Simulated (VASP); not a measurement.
# Ir (Fm-3m) in VASP: a series of runs

One crystal, Ir, is run at these levels: HSE03, PBEsol; tasks: single point.

All numbers are computed with VASP 6.6.1; they aren't measurements. Logs are shortened: lines on timing, memory, paths and dates and some standing lists are left out, and cuts for length are marked.

**1. The structure**

The structure is cubic, space group Fm-3m (No. 225). The conventional cell has a = 3.831 Å, b = 3.831 Å, c = 3.831 Å, α = 90.00°, β = 90.00°, γ = 90.00°. Ir (site symmetry m-3m) is surrounded by 12 Ir at 2.71 Å.

**2. Single point, HSE03 (volume scaled by 0.96)**

File run.py:

```python
from ase.calculators.vasp import Vasp
from ase.dft.bandgap import bandgap
from ase.io import read

atoms = read('Ir.cif')
calc = Vasp(
    directory='calc',
    xc='hse03',
    pp='PBE',
    setups='recommended',
    prec='Accurate',
    encut=700,
    ediff=1e-06,
    ismear=0,
    sigma=0.3,
    lreal=False,
    lasph=True,
    nelm=60,
    algo='Normal',
    isif=2,
    lwave=False,
    lcharg=False,
    precfock='Fast',
    kpts=[6, 6, 6],
    gamma=True,
    nbands=10,
)
atoms.calc = calc

print('energy (eV):', atoms.get_potential_energy())
print('free energy (eV):', atoms.get_potential_energy(force_consistent=True))
print('forces (eV/A):')
print(atoms.get_forces())
print('stress (eV/A^3, Voigt):', atoms.get_stress())
print('Fermi level (eV):', calc.get_fermi_level())
gap, top, bottom = bandgap(calc)
print('band gap (eV):', gap, 'from (spin, k, band)', top, 'to', bottom)
```

File Ir.cif:

```cif
data_Ir
_cell_length_a 2.67245399
_cell_length_b 2.67245399
_cell_length_c 2.67245399
_cell_angle_alpha 60.00000000
_cell_angle_beta 60.00000000
_cell_angle_gamma 60.00000000
_space_group_name_H-M_alt 'P1'
_space_group_name_Hall 'P 1'
_space_group_IT_number 1
loop_
_space_group_symop_operation_xyz
'x,y,z'
loop_
_atom_site_label
_atom_site_type_symbol
_atom_site_symmetry_multiplicity
_atom_site_Wyckoff_symbol
_atom_site_fract_x
_atom_site_fract_y
_atom_site_fract_z
_atom_site_occupancy
Ir1 Ir 1 a 0.0000000000 0.0000000000 0.0000000000 1
```

Potentials or basis: VASP PAW PBE potentials, release 64 (Ir).

Run with:

```console
> python run.py
```

Log:

```text
energy (eV): -9.77867923
free energy (eV): -9.8029426
forces (eV/A):
[[ 0. -0.  0.]]
stress (eV/A^3, Voigt): [-0.12966789 -0.12966789 -0.12966789 -0.         -0.         -0.        ]
Fermi level (eV): 10.47471017
band gap (eV): 0.0 from (spin, k, band) (None, None, None) to (None, None, None)
```

OUTCAR:

```text
ENCUT = 700.000000
   HFSCREEN = 0.300000
   EDIFF = 1.00e-06
   GGA = PE
   PREC = Accurate
   PRECFOCK = Fast
   ISIF = 2
   ISMEAR = 0
   NELM = 60
   LASPH = .TRUE.
   LHFCALC = .TRUE.
   LREAL = .FALSE.

 ion  position               nearest neighbor table
   1  0.000  0.000  0.000-

  LATTYP: Found a face centered cubic cell.
 ALAT       =     3.7794206775

  Lattice vectors:

 A1 = (   2.6724539900,   0.0000000000,   0.0000000000)
 A2 = (   1.3362269950,   2.3144130458,   0.0000000000)
 A3 = (   1.3362269950,   0.7714710153,   2.1820495455)

Analysis of symmetry for initial positions (statically):
=====================================================================
 Subroutine PRICEL returns:
 Original cell was already a primitive cell.

 Routine SETGRP: Setting up the symmetry group for a
 face centered cubic supercell.

 Subroutine GETGRP returns: Found 48 space group operations
 (whereof 48 operations were pure point group operations)
 out of a pool of 48 trial point group operations.

The static configuration has the point symmetry O_h .

Analysis of symmetry for dynamics (positions and initial velocities):
=====================================================================
 Subroutine PRICEL returns:
 Original cell was already a primitive cell.

 Routine SETGRP: Setting up the symmetry group for a
 face centered cubic supercell.

 Subroutine GETGRP returns: Found 48 space group operations
 (whereof 48 operations were pure point group operations)
 out of a pool of 48 trial point group operations.

The dynamic configuration has the point symmetry O_h .

 Subroutine INISYM returns: Found 48 space group operations
 (whereof 48 operations are pure point group operations),
 and found     1 'primitive' translations

----------------------------------------------------------------------------------------

                                     Primitive cell

  volume of cell :      13.4963

  direct lattice vectors                    reciprocal lattice vectors
     2.672453990  0.000000000  0.000000000     0.374187920 -0.216037496 -0.152761579
     1.336226995  2.314413046  0.000000000     0.000000000  0.432074993 -0.152761579
     1.336226995  0.771471015  2.182049546     0.000000000  0.000000000  0.458284736

  length of vectors
     2.672453990  2.672453990  2.672453990     0.458284736  0.458284736  0.458284736

  position of ions in fractional coordinates (direct lattice)
     0.000000000  0.000000000  0.000000000

  ion indices of the primitive-cell ions
   primitive index   ion index
                 1           1

----------------------------------------------------------------------------------------

 KPOINTS: KPOINTS created by Atomic Simulation Env

Automatic generation of k-mesh.
 Grid dimensions read from file:
 generate k-points for:    6    6    6

 Generating k-lattice:

  Cartesian coordinates                     Fractional coordinates (reciprocal lattice)
     0.062364653 -0.036006249 -0.025460263     0.166666667  0.000000000  0.000000000
     0.000000000  0.072012499 -0.025460263     0.000000000  0.166666667  0.000000000
     0.000000000  0.000000000  0.076380789     0.000000000  0.000000000  0.166666667

  Length of vectors
     0.076380789  0.076380789  0.076380789

  Shift w.r.t. Gamma in fractional coordinates (k-lattice)
     0.000000000  0.000000000  0.000000000

 Subroutine IBZKPT returns following result:
 ===========================================

 Found     16 irreducible k-points:

 Following reciprocal coordinates:
            Coordinates               Weight
  0.000000  0.000000  0.000000      1.000000
  0.166667  0.000000  0.000000      8.000000
  0.333333  0.000000 -0.000000      8.000000
  0.500000  0.000000 -0.000000      4.000000
  0.166667  0.166667 -0.000000      6.000000
  0.333333  0.166667 -0.000000     24.000000
[... 8 lines left out ...]
 -0.333333  0.333333  0.166667     24.000000
 -0.333333  0.500000  0.166667     12.000000
   k-points           NKPTS =     16   k-points in BZ     NKDIM =    216   number of bands    NBANDS=     10
   number of dos      NEDOS =    301   number of ions     NIONS =      1
   total plane-waves  NPLWV =  13824
   dimension x,y,z NGX =    24 NGY =   24 NGZ =   24
   dimension x,y,z NGXF=    48 NGYF=   48 NGZF=   48
   ions per type =               1
   NGX,Y,Z   is equivalent  to a cutoff of  14.93, 14.93, 14.93 a.u.
   NGXF,Y,Z  is equivalent  to a cutoff of  29.86, 29.86, 29.86 a.u.
 SYSTEM =  unknown system
   PREC   = accura    normal or accurate (medium, high low for compatibility)
   ISTART =      0    job   : 0-new  1-cont  2-samecut
   ICHARG =      2    charge: 1-file 2-atom 10-const
   ISPIN  =      1    spin polarized calculation?
   LNONCOLLINEAR =      F non collinear calculations
   LSORBIT =      F    spin-orbit coupling
   LASPH  =      T    aspherical Exc in radial PAW
   ENCUT  =  700.0 eV  51.45 Ry    7.17 a.u.   5.77  5.77  5.77*2*pi/ulx,y,z
   NELM   =     60;   NELMIN=  2; NELMDL= -5     # of ELM steps
   EDIFF  = 0.1E-05   stopping-criterion for ELM
   LREAL  =      F    real-space projection
   EDIFFG = 0.1E-04   stopping-criterion for IOM
   NSW    =      0    number of steps for IOM
   IBRION =     -1    ionic relax: 0-MD 1-quasi-New 2-CG
   NFREE  =      0    steps in history (QN), initial steepest desc. (CG)
   ISIF   =      2    stress and relaxation
   ISYM   =      3    0-nonsym 1-usesym 2-fastsym
   POTIM  = 0.5000    time-step for ionic-motion
   TEBEG  =    0.0;   TEEND  =   0.0 temperature during run
   PSTRESS=    0.0 pullay stress
   NELECT =       9.0000    total number of electrons
   NUPDOWN=      -1.0000    fix difference up-down
   EMIN   =  10.00;   EMAX   =-10.00  energy-range for DOS
   EFERMI =   0.00;   METHOD = LEGACY
   ISMEAR =     0;   SIGMA  =   0.30  broadening in eV -4-tet -1-fermi 0-gaus
   EFERMI_NEDOS =   21; number of points for ismear=-14 and -15
   IALGO  =     38    algorithm
   IMIX   =      1    mixing-type and parameters
     AMIX     =   0.40;   BMIX     =  1.00
     AMIX_MAG =   1.60;   BMIX_MAG =  1.00
  volume/ion in A,a.u.               =      13.50        91.08
  Fermi-wavevector in a.u.,A,eV,Ry     =   1.430267  2.702813 27.832941  2.045663
  Thomas-Fermi vector in A             =   2.550131
   LORBIT       =      0    0 simple, 1 ext, 2 COOP (PROOUT), +10 PAW based schemes
   GGA     = PE    functional components
   LHFCALC =     T    Hartree Fock is set to
   PRECFOCK=fast      Normal, Fast or Accurate (Low or Medium for compatibility)
   ENCUT4O =  -1.0   cutoff for four orbital integrals eV
   NKREDX  =     1    reduce k-point grid by
   NKREDY  =     1    reduce k-point grid by
   NKREDZ  =     1    reduce k-point grid by
   AEXX    =    0.2500 exact exchange contribution
   HFSCREEN=    0.3000 screening length (either q_TF or 0.3 A-1)
   HFSCREENC=   0.3000 screening length for correlation (either q_TF or 0.3 A-1)
   ENCUTFOCK=  -1.0 apply spherical cutoff to Coloumb kernel
   IVDW    =     0    specifies the selected vdW correction
   LEPSILON=     F    determine dielectric tensor
   LRPA    =     F    only Hartree local field effects (RPA)
 non-spin polarized calculation
 Gauss-broadening in eV      SIGMA  =   0.30
  energy-cutoff  :      700.00
  volume of cell :       13.50
 maximum number of plane-waves:       588
  NGX = 14; NGY = 14; NGZ = 14

 number of electron       9.0000000 magnetization

 Free energy of the ion-electron system (eV)
  ---------------------------------------------------
  ext. energy  EPLUGINS =         0.00000000
  ---------------------------------------------------
  free energy    TOTEN  =        -9.80294260 eV

  energy without entropy =       -9.75441586  energy(sigma->0) =       -9.77867923

 E-fermi :  10.4747     XC(G=0): -11.7378

 val. band max:       10.3170114914   @ k =   0.5000   0.3333   0.1667
 cond. band min:      10.5584316989   @ k =   0.3333   0.0000  -0.0000
 fundamental gap:      0.2414202075
 Fermi energy:        10.4747101742

 k-point     1 :       0.0000    0.0000    0.0000
  band No.  band energies     occupation
      1      -1.7168      2.00000
      2       6.1956      2.00000
      3       6.1956      2.00000
      4       6.1956      2.00000
      5       9.1762      2.00000
      6       9.1762      2.00000
      7      26.1524      0.00000
      8      32.2483      0.00000
      9      32.2483      0.00000
     10      32.2483      0.00000

 k-point     2 :       0.1667    0.0000    0.0000
  band No.  band energies     occupation
      1      -0.3990      2.00000
      2       5.6622      2.00000
      3       6.6548      2.00000
      4       6.6548      2.00000
      5       9.0386      2.00000
      6       9.0386      2.00000
      7      27.9029      0.00000
      8      28.5856      0.00000
      9      34.3811      0.00000
     10      34.3811      0.00000

 k-point     3 :       0.3333    0.0000   -0.0000
  band No.  band energies     occupation
      1       1.4023      2.00000
      2       6.3521      2.00000
      3       6.3521      2.00000
      4       6.8333      2.00000
      5      10.5584      0.69309
      6      10.5584      0.69308
      7      23.5422      0.00000
      8      27.6852      0.00000
      9      35.5735      0.00000
     10      35.5735      0.00000
[... 144 lines left out ...]
 k-point    15 :      -0.3333    0.3333    0.1667
  band No.  band energies     occupation
      1       3.9006      2.00000
      2       4.0475      2.00000
      3       5.8047      2.00000
      4       8.4326      2.00000
      5      11.7116      0.00000
      6      18.6760      0.00000
      7      18.8001      0.00000
      8      25.9872      0.00000
      9      27.5021      0.00000
     10      34.1846      0.00000

 k-point    16 :      -0.3333    0.5000    0.1667
  band No.  band energies     occupation
      1       2.7188      2.00000
      2       3.5170      2.00000
      3       7.2699      2.00000
      4       9.4940      2.00000
      5      12.7450      0.00000
      6      18.6523      0.00000
      7      20.8263      0.00000
      8      22.7781      0.00000
      9      25.5782      0.00000
     10      37.7379      0.00000

------------------------ aborting loop because EDIFF is reached ----------------------------------------

  FORCE on cell =-STRESS in cart. coord.  units (eV):
  Direction    XX          YY          ZZ          XY          YZ          ZX
  --------------------------------------------------------------------------------------
  -------------------------------------------------------------------------------------
  Total        1.7500400      1.7500400      1.7500400      0.0000000      0.0000000      0.0000000
  in kB      207.7508634    207.7508634    207.7508634      0.0000000      0.0000000      0.0000000
  external PRESSURE =     207.7508634 kB  Pullay stress =       0.0000000 kB

 VOLUME and BASIS-vectors are now :
 -----------------------------------------------------------------------------
  energy-cutoff  :      700.00
  volume of cell :       13.50
      direct lattice vectors                 reciprocal lattice vectors
     2.672453990  0.000000000  0.000000000     0.374187920 -0.216037496 -0.152761579
     1.336226995  2.314413046  0.000000000     0.000000000  0.432074993 -0.152761579
     1.336226995  0.771471015  2.182049546     0.000000000  0.000000000  0.458284736

 POSITION                                       TOTAL-FORCE (eV/Angst)
 -----------------------------------------------------------------------------------
      0.00000      0.00000      0.00000         0.000000     -0.000000      0.000000
 -----------------------------------------------------------------------------------
    total drift:                                0.000012      0.000008     -0.000000

  FREE ENERGIE OF THE ION-ELECTRON SYSTEM (eV)
  ---------------------------------------------------
  free  energy   TOTEN  =        -9.8029425982 eV

  energy  without entropy=       -9.7544158581  energy(sigma->0) =       -9.77867923
```

INCAR:

```text
ENCUT = 700.000000
HFSCREEN = 0.300000
SIGMA = 0.300000
EDIFF = 1.00e-06
ALGO = Normal
GGA = PE
PREC = Accurate
PRECFOCK = Fast
ISIF = 2
ISMEAR = 0
NBANDS = 10
NELM = 60
LASPH = .TRUE.
LCHARG = .FALSE.
LHFCALC = .TRUE.
LWAVE = .FALSE.
LREAL = .FALSE.
```

It took 5.9 min on 1 thread of Intel Xeon 6975P-C (Granite Rapids), shared host; peak memory 0.26 GiB.

These settings aren't checked as converged (typed here: ISMEAR = 0; SIGMA = 0.3; ENCUT = 700): the numbers below hold their error.

What came out:

| Property | Result |
| --- | --- |
| Free energy | -9.8029 eV |
| Pressure | 20.8 GPa |
| Band gap on the k mesh | none (metal or under the smearing width) |

Caveat: the k mesh is coarse (spacing up to 0.48 Å⁻¹), so the values aren't converged, least of all with exact exchange; the PAW data sets were made with another functional, which shifts forces and pressure a little.

**3. Single point, PBEsol**

File INCAR:

```
  ALGO = Normal
  EDIFF = 1E-6
  ENCUT = 500
  GGA = PS
  ISIF = 2
  ISMEAR = 0
  LASPH = True
  LCHARG = False
  LREAL = False
  LWAVE = False
  NBANDS = 10
  NELM = 80
  PREC = Accurate
  SIGMA = 0.02
```

File KPOINTS:

```
k-points
0
Gamma
  12 12 12
```

File POSCAR:

```
Ir
1.0
    0.0000000000      1.9156000000      1.9156000000
    1.9156000000      0.0000000000      1.9156000000
    1.9156000000      1.9156000000      0.0000000000
Ir
1
Direct
    0.0000000000      0.0000000000      0.0000000000
```

Potentials or basis: VASP PAW PBE potentials, release 64 (Ir).

Run with:

```console
> cat potpaw_PBE.64/Ir/POTCAR > POTCAR
> mpirun -np 1 vasp_std > vasp.out
```

Wall time 6.2 s (1 thread of Intel Xeon 6975P-C (Granite Rapids), shared host); peak memory 0.12 GiB.

The run converged. Its results:

```yaml
Free_energy: -9.8384 eV
Pressure: 0.2 GPa
Band_gap_on_the_k_mesh: none (metal or under the smearing width)
```

Levels at points of the mesh, in eV from the Fermi level:
```csv
k point,band 2,band 3,band 4,band 5,band 6,band 7
"(0.00, 0.00, 0.00)",-3.97,-3.97,-3.97,-1.23,-1.23,14.28
"(0.50, 0.00, 0.00)",-4.07,-4.07,-0.87,0.88,0.88,7.26
"(0.50, 0.50, 0.00)",-7.47,0.86,1.46,1.46,1.62,10.52
```

Caveat: the PAW data sets were made with another functional, which shifts forces and pressure a little. Spin-orbit coupling is left out, which matters for the levels of Ir.
